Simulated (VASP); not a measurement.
# VASP 6.6.1 run: PbO

INCAR

```
SIGMA = 0.02
ENCUT = 520
NELM = 120
LREAL = .FALSE.
LCHARG = .FALSE.
LASPH = .TRUE.
ISIF = 2
LWAVE = .FALSE.
METAGGA = MBJ
NSW = 0
IBRION = -1
EDIFF = 0.0001
NBANDS = 17
PREC = Single
ISMEAR = -1
```

KPOINTS

```
KPOINTS created by Atomic Simulation Environment
0
Gamma
8 8 8
0 0 0
```

POSCAR

```
Pb O
 1.0000000000000000
     3.2248366629000000    0.0000000000000000    0.0000000000000000
     0.0000000000000000    3.2248366629000000    0.0000000000000000
     0.0000000000000000    0.0000000000000000    3.2248366629000000
 Pb  O
   1   1
Cartesian
  0.0000000000000000  0.0000000000000000  0.0000000000000000
  1.6124183314500000  1.6124183314500000  1.6124183314500000
```

The recommended PBE PAW datasets give the neutral cell 20 valence electrons.

Command

```
mpirun -np 1 vasp_std
```

OSZICAR

```
N       E                     dE             d eps       ncg     rms          rms(c)
DAV:   1     0.133198825103E+04    0.13320E+04   -0.10312E+04  1206   0.142E+03
DAV:   2     0.116401352981E+04   -0.16797E+03   -0.16003E+03  1320   0.345E+02
DAV:   3     0.115242160329E+04   -0.11592E+02   -0.11516E+02  1356   0.983E+01
DAV:   4     0.115218151470E+04   -0.24009E+00   -0.23993E+00  1479   0.144E+01
DAV:   5     0.115217330752E+04   -0.82072E-02   -0.82067E-02  1646   0.266E+00    0.800E+00
DAV:   6     0.115317296088E+04    0.99965E+00   -0.23490E+01  1549   0.534E+01    0.673E+00
DAV:   7     0.115237657410E+04   -0.79639E+00   -0.14939E+01  1577   0.245E+01    0.491E+00
DAV:   8     0.115398195537E+04    0.16054E+01   -0.32452E+00  1266   0.115E+01    0.302E+00
DAV:   9     0.115082103814E+04   -0.31609E+01   -0.78287E+00  1610   0.237E+01    0.105E+01
DAV:  10     0.114764503042E+04   -0.31760E+01   -0.89124E+01  1314   0.564E+01    0.200E+01
...
DAV:  39     0.115489824629E+04    0.37875E-02   -0.28063E-04   619   0.145E-01    0.197E-02
DAV:  40     0.115489561466E+04   -0.26316E-02   -0.14228E-04   606   0.113E-01    0.151E-02
DAV:  41     0.115489860902E+04    0.29944E-02   -0.10805E-04   606   0.994E-02    0.162E-02
DAV:  42     0.115489711264E+04   -0.14964E-02   -0.63377E-05   606   0.753E-02    0.632E-03
DAV:  43     0.115489859573E+04    0.14831E-02   -0.40232E-05   606   0.623E-02    0.125E-02
DAV:  44     0.115489744122E+04   -0.11545E-02   -0.25903E-05   605   0.492E-02    0.209E-03
DAV:  45     0.115489776328E+04    0.32206E-03   -0.11717E-05   607   0.343E-02    0.709E-03
DAV:  46     0.115489695167E+04   -0.81161E-03   -0.84347E-06   607   0.293E-02    0.163E-03
DAV:  47     0.115489699738E+04    0.45709E-04   -0.39238E-06   607   0.202E-02
   1 F= 0.11548970E+04 E0= 0.11548972E+04  d E =-.323227E-03
```

It converged. Results: gap between bands v and c on the k mesh 0.01 eV; least direct gap on the k mesh 0.01 eV. Band v is the last that the valence electrons fill when counted band by band, and c is the next.

The MBJ potential has no energy functional, so only its levels carry meaning.

For comparison, a separate PBE run of the intended cell, on usual settings and not on those above, gives a gap of 0.38 eV on its mesh and a pressure of -0.9 GPa.

The run above took about 71 s on one core of a shared host (Intel Xeon Platinum 8488C) and held 0.12 GiB at most.
